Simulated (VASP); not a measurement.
# Si (P6_3/mmc) in VASP: notebook

Runs on Si. Level: PBEsol. Tasks: relaxation of cell and atoms, relaxation of shape and atoms at fixed volume.

Everything below comes from runs of VASP 6.6.1. Logs are shortened: lines on timing, memory, paths and dates and some standing lists are left out, and cuts for length are marked.

## 1. Starting point

It takes space group P6_3/mmc (No. 194, hexagonal). Conventional cell: a = 2.666 Å, b = 2.666 Å, c = 4.506 Å, α = 90.00°, β = 90.00°, γ = 120.00°. Around Si (site symmetry -6m2) lie 12 Si at 2.67 to 2.73 Å.

This isn't the form of Si at room conditions, which is diamond.

## 2. Relaxation of cell and atoms, PBEsol

INCAR reads:

```
PREC = Accurate
ENCUT = 600
EDIFF = 1E-6
ISMEAR = 1
SIGMA = 0.1
LREAL = F
LASPH = T
NELM = 80
ALGO = Normal
ISIF = 3
LWAVE = F
LCHARG = F
GGA = PS
IBRION = 2
NSW = 90
EDIFFG = -0.01
```

KPOINTS reads:

```
regular mesh
0
Gamma
  18 18 8
```

POSCAR reads:

```
Si
1.0
    2.6655775094      0.0000000000      0.0000000000
   -1.3327887547      2.3084578389      0.0000000000
    0.0000000000      0.0000000000      4.5062692700
Si
2
Direct
    0.3333333300      0.6666666700      0.2500000000
    0.6666666700      0.3333333300      0.7500000000
```

Potentials or basis: VASP PAW PBE potentials, release 64 (Si).

Run with:

```console
cat potpaw_PBE.64/Si/POTCAR > POTCAR
mpirun -np 1 vasp_std > vasp.out
```

OUTCAR:

```text
PREC = Accurate
   ENCUT = 600
   EDIFF = 1E-6
   ISMEAR = 1
   LREAL = F
   LASPH = T
   NELM = 80
   ISIF = 3
   GGA = PS
   IBRION = 2
   NSW = 90
   EDIFFG = -0.01

 ion  position               nearest neighbor table
   1  0.333  0.667  0.250-   2 2.73   2 2.73   2 2.73   2 2.73   2 2.73   2 2.73
   2  0.667  0.333  0.750-   1 2.73   1 2.73   1 2.73   1 2.73   1 2.73   1 2.73

  LATTYP: Found a hexagonal cell.
 ALAT       =     2.6655775094
 C/A-ratio  =     1.6905414508

  Lattice vectors:

 A1 = (   2.6655775094,   0.0000000000,   0.0000000000)
 A2 = (  -1.3327887547,   2.3084578389,   0.0000000000)
 A3 = (   0.0000000000,   0.0000000000,   4.5062692700)

Analysis of symmetry for initial positions (statically):
=====================================================================
 Subroutine PRICEL returns:
 Original cell was already a primitive cell.

 Routine SETGRP: Setting up the symmetry group for a
 hexagonal supercell.

 Subroutine GETGRP returns: Found 24 space group operations
 (whereof 12 operations were pure point group operations)
 out of a pool of 24 trial point group operations.

The static configuration has the point symmetry D_3d.
 The point group associated with its full space group is D_6h.

Analysis of symmetry for dynamics (positions and initial velocities):
=====================================================================
 Subroutine PRICEL returns:
 Original cell was already a primitive cell.

 Routine SETGRP: Setting up the symmetry group for a
 hexagonal supercell.

 Subroutine GETGRP returns: Found 24 space group operations
 (whereof 12 operations were pure point group operations)
 out of a pool of 24 trial point group operations.

The dynamic configuration has the point symmetry D_3d.
 The point group associated with its full space group is D_6h.

 Subroutine INISYM returns: Found 24 space group operations
 (whereof 12 operations are pure point group operations),
 and found     1 'primitive' translations

----------------------------------------------------------------------------------------

                                     Primitive cell

  volume of cell :      27.7288

  direct lattice vectors                    reciprocal lattice vectors
     2.665577509  0.000000000  0.000000000     0.375153225  0.216594816  0.000000000
    -1.332788755  2.308457839  0.000000000     0.000000000  0.433189631  0.000000000
     0.000000000  0.000000000  4.506269270     0.000000000  0.000000000  0.221913059
[... 97 lines left out ...]
   EMIN   =  10.00;   EMAX   =-10.00  energy-range for DOS
   EFERMI =   0.00;   METHOD = LEGACY
   ISMEAR =     1;   SIGMA  =   0.10  broadening in eV -4-tet -1-fermi 0-gaus
   EFERMI_NEDOS =   21; number of points for ismear=-14 and -15
   IALGO  =     38    algorithm
   IMIX   =      4    mixing-type and parameters
     AMIX     =   0.40;   BMIX     =  1.00
     AMIX_MAG =   1.60;   BMIX_MAG =  1.00
  volume/ion in A,a.u.               =      13.86        93.56
  Fermi-wavevector in a.u.,A,eV,Ry     =   1.081753  2.044216 15.921389  1.170189
  Thomas-Fermi vector in A             =   2.217777
   LORBIT       =      0    0 simple, 1 ext, 2 COOP (PROOUT), +10 PAW based schemes
   GGA     = PS    functional components
   LHFCALC =     F    Hartree Fock is set to
   AEXX    =    0.0000 exact exchange contribution
   IVDW    =     0    specifies the selected vdW correction
   LEPSILON=     F    determine dielectric tensor
   LRPA    =     F    only Hartree local field effects (RPA)
 conjugate gradient relaxation of ions
 non-spin polarized calculation
 Methfessel and Paxton  Order N= 1 SIGMA  =   0.10
  energy-cutoff  :      600.00
  volume of cell :       27.73
 maximum number of plane-waves:       942
 NGX is ok and might be reduce to    24
   NGX = 11   NGY = 11   NGZ = 19

--------------------------------------- Ionic step        1  -------------------------------------------

 number of electron       8.0000001 magnetization

 Free energy of the ion-electron system (eV)
  ---------------------------------------------------
  ext. energy  EPLUGINS =         0.00000000
  ---------------------------------------------------
  free energy    TOTEN  =       -10.74984129 eV

  energy without entropy =      -10.74964002  energy(sigma->0) =      -10.74977420

------------------------ aborting loop because EDIFF is reached ----------------------------------------

  FORCE on cell =-STRESS in cart. coord.  units (eV):
  Direction    XX          YY          ZZ          XY          YZ          ZX
  --------------------------------------------------------------------------------------
  -------------------------------------------------------------------------------------
  Total        0.0825528      0.0825528      0.1838454     -0.0000000      0.0000000      0.0000000
  in kB        4.7699277      4.7699277     10.6226527     -0.0000000      0.0000000      0.0000000
  external PRESSURE =       6.7208360 kB  Pullay stress =       0.0000000 kB
[... 59 lines left out ...]
--------------------------------------- Ionic step        3  -------------------------------------------

 number of electron       8.0000001 magnetization

 Free energy of the ion-electron system (eV)
  ---------------------------------------------------
  ext. energy  EPLUGINS =         0.00000000
  ---------------------------------------------------
  free energy    TOTEN  =       -10.75029466 eV

  energy without entropy =      -10.75023848  energy(sigma->0) =      -10.75027593

 E-fermi :  10.6111     XC(G=0): -11.3902

 val. band max:       10.6079787894   @ k =   0.2222   0.1111   0.3750
 cond. band min:      10.6358056285   @ k =   0.2222   0.1667   0.1250
 fundamental gap:      0.0278268391
 Fermi energy:        10.6110820160

 k-point     1 :       0.0000    0.0000    0.0000
  band No.  band energies     occupation
      1      -4.1915      2.00000
      2       2.3711      2.00000
      3       3.2455      2.00000
      4      19.6357      0.00000
      5      19.6357      0.00000
      6      20.9076      0.00000
      7      20.9076      0.00000
      8      21.3488      0.00000
[... 243 lines left out ...]
 k-point    24 :       0.3889    0.1111    0.0000
  band No.  band energies     occupation
      1       1.3390      2.00000
      2       4.3057      2.00000
      3       7.7951      2.00000
      4       8.4131      2.00000
      5      10.5911      1.33160
      6      11.4805     -0.00000
      7      11.6205     -0.00000
      8      17.2228      0.00000

 [... further k-points ...]
[... 5 lines left out ...]
  --------------------------------------------------------------------------------------
  -------------------------------------------------------------------------------------
  Total       -0.0027842     -0.0027842      0.0012936      0.0000000      0.0000000      0.0000000
  in kB       -0.1597815     -0.1597815      0.0742402      0.0000000      0.0000000      0.0000000
  external PRESSURE =      -0.0817743 kB  Pullay stress =       0.0000000 kB
[... 17 lines left out ...]
  FREE ENERGIE OF THE ION-ELECTRON SYSTEM (eV)
  ---------------------------------------------------
  free  energy   TOTEN  =       -10.7502946602 eV

  energy  without entropy=      -10.7502384834  energy(sigma->0) =      -10.75027593

 reached required accuracy - stopping structural energy minimisation
```

OSZICAR:

```text
N       E                     dE             d eps       ncg     rms          rms(c)
DAV:   1     0.657677343549E+01    0.65768E+01   -0.39270E+03  2960   0.952E+02
DAV:   2    -0.105961395346E+02   -0.17173E+02   -0.16683E+02  4448   0.851E+01
[... 13 lines left out ...]
   2 F= -.10750269E+02 E0= -.10750262E+02  d E =-.428183E-03
       N       E                     dE             d eps       ncg     rms          rms(c)
DAV:   1    -0.107503071708E+02   -0.37402E-04   -0.71857E-04  3808   0.155E-01    0.241E-02
DAV:   2    -0.107502988271E+02    0.83437E-05   -0.69998E-06  3464   0.212E-02    0.133E-02
DAV:   3    -0.107502946279E+02    0.41992E-05   -0.63448E-06  3456   0.148E-02    0.357E-03
DAV:   4    -0.107502946602E+02   -0.32252E-07   -0.25680E-08  1640   0.163E-03
   3 F= -.10750295E+02 E0= -.10750276E+02  d E =-.453375E-03
```

It took 26 s on 1 thread of Intel Xeon Platinum 8488C (Sapphire Rapids), shared host; peak memory 0.17 GiB.

What came out:

* Free energy: -10.7503 eV
* Relaxed volume: 13.96 Å³/atom
* Relaxed cell: a = 2.670 Å, b = 2.670 Å, c = 4.522 Å, α = 90.00°, β = 90.00°, γ = 120.00°
* Space group after relaxing (to 0.05 Å): P6_3/mmc (No. 194)
* Energy gained by relaxing: 0.2 meV/atom
* Ionic steps: 3
* Pressure after relaxing: 0.0 GPa
* Band gap on the k mesh: none (metal or under the smearing width)

Step by step:
```
step  energy change (eV)  largest force (eV/Å)  pressure (GPa)  volume (Å³)
   1              0.0000                0.0000            0.67        27.73
   2             -0.0004                0.0000           -0.15        27.96
   3             -0.0005                0.0000           -0.01        27.92
```

Final structure:
```
Si
1.0
     2.66986    0.00000    0.00000
    -1.33493    2.31217    0.00000
     0.00000    0.00000    4.52241
Si
2
Direct
  0.33333 0.66667 0.25000
  0.66667 0.33333 0.75000
```

Caveat: the PAW data sets were made with another functional, which shifts forces and pressure a little.

## 3. Relaxation of cell and atoms, PBEsol

This run uses another cell than the first one, of 13.96 Å³/atom, 1.007 times its volume.

Edit INCAR of step 2 so:

```diff
@@ -2,3 +2,3 @@
 ENCUT = 600
-EDIFF = 1E-6
+EDIFF = 1E-7
 ISMEAR = 1
@@ -15,2 +15,2 @@
 NSW = 90
-EDIFFG = -0.01
+EDIFFG = -0.005
```

KPOINTS is that of step 2.

POSCAR reads:

```
Si                                      
1.0
    2.6698635588     -0.0000000000      0.0000000000
   -1.3349317794      2.3121696666      0.0000000000
   -0.0000000000      0.0000000000      4.5224055784
  Si            
     2
Direct
     0.3333333300000021    0.6666666699999979    0.2500000000000000
     0.6666666699999979    0.3333333300000021    0.7500000000000000
```

Potentials or basis: VASP PAW PBE potentials, release 64 (Si).

Run with:

```console
cat potpaw_PBE.64/Si/POTCAR > POTCAR
mpirun -np 1 vasp_std > vasp.out
```

Run time: 17 s. Hardware: 1 thread of Intel Xeon Platinum 8488C (Sapphire Rapids), shared host; peak memory 0.17 GiB.

Results (log left out):

| Property | Result |
| --- | --- |
| Free energy | -10.7503 eV |
| Pressure after relaxing | 0.0 GPa |
| Band gap on the k mesh | none (metal or under the smearing width) |

Final structure:
```
CELL_PARAMETERS angstrom
2.66986 0.00000 0.00000
-1.33493 2.31217 0.00000
0.00000 0.00000 4.52241
ATOMIC_POSITIONS crystal
Si 0.33333 0.66667 0.25000
Si 0.66667 0.33333 0.75000
```

Levels at points of the mesh, in eV from the Fermi level:
| k point | band 1 | band 2 | band 3 | band 4 | band 5 | band 6 | band 7 | band 8 |
| --- | --- | --- | --- | --- | --- | --- | --- | --- |
| (0.00, 0.00, 0.00) | -14.80 | -8.24 | -7.37 | 9.02 | 9.02 | 10.30 | 10.30 | 10.74 |
| (0.50, 0.00, 0.00) | -8.38 | -7.83 | -1.92 | -1.66 | -1.48 | -0.11 | 3.75 | 5.92 |
| (0.00, 0.00, 0.50) | -13.04 | -13.04 | 0.59 | 0.59 | 10.38 | 10.38 | 10.38 | 10.38 |
| (0.50, 0.00, 0.50) | -6.68 | -6.68 | -6.10 | -6.10 | 5.27 | 5.27 | 5.81 | 5.81 |

Caveat: the relaxation stopped at its first step, so nothing moved; the PAW data sets were made with another functional, which shifts forces and pressure a little.

## 4. Relaxation of shape and atoms at fixed volume, PBEsol (a relaxed cell with its volume scaled by 0.94)

INCAR reads:

```
PREC = Accurate
ENCUT = 600
EDIFF = 1E-7
ISMEAR = 1
SIGMA = 0.1
LREAL = F
LASPH = T
NELM = 80
ALGO = Fast
ISIF = 4
LWAVE = F
LCHARG = F
GGA = PS
IBRION = 2
NSW = 40
EDIFFG = -0.01
```

KPOINTS is that of step 3.

POSCAR reads:

```
Si                                      
1.0
    2.6153612544      0.0000000000      0.0000000000
   -1.3076806272      2.2649692864      0.0000000000
    0.0000000000      0.0000000000      4.4300856826
  Si            
     2
Direct
     0.3333333300000021    0.6666666699999979    0.2500000000000000
     0.6666666699999979    0.3333333300000021    0.7500000000000000
```

Run with:

```console
cat potpaw_PBE.64/Si/POTCAR > POTCAR
mpirun -np 1 vasp_std > vasp.out
```

Wall time 28 s (1 thread of Intel Xeon Platinum 8488C (Sapphire Rapids), shared host); peak memory 0.17 GiB.

It converged, with:

| Quantity | Value |
| --- | --- |
| Free energy | -10.7161 eV |
| Energy gained by relaxing | 0.0 meV/atom |
| Ionic steps | 2 |
| Pressure after relaxing | 6.9 GPa |
| Band gap on the k mesh | none (metal or under the smearing width) |

Final structure:
```cif
data_structure
_symmetry_space_group_name_H-M 'P 1'
_symmetry_Int_Tables_number 1
_cell_length_a 2.6146
_cell_length_b 2.6146
_cell_length_c 4.4327
_cell_angle_alpha 90.000
_cell_angle_beta 90.000
_cell_angle_gamma 120.000
_cell_volume 26.24
loop_
_atom_site_label
_atom_site_type_symbol
_atom_site_fract_x
_atom_site_fract_y
_atom_site_fract_z
_atom_site_occupancy
Si1 Si 0.33333 0.66667 0.25000 1
Si2 Si 0.66667 0.33333 0.75000 1
```

Levels at points of the mesh, in eV from the Fermi level:
```csv
k point,band 1,band 2,band 3,band 4,band 5,band 6,band 7,band 8
"(0.00, 0.00, 0.00)",-15.39,-8.45,-7.79,9.58,9.58,10.69,10.69,11.18
"(0.50, 0.00, 0.00)",-8.65,-8.20,-1.94,-1.79,-1.32,-0.30,3.99,6.15
"(0.00, 0.00, 0.50)",-13.56,-13.56,0.59,0.59,11.05,11.05,11.05,11.05
"(0.50, 0.00, 0.50)",-6.96,-6.96,-6.31,-6.31,5.57,5.57,6.20,6.20
```

Caveat: the PAW data sets were made with another functional, which shifts forces and pressure a little.
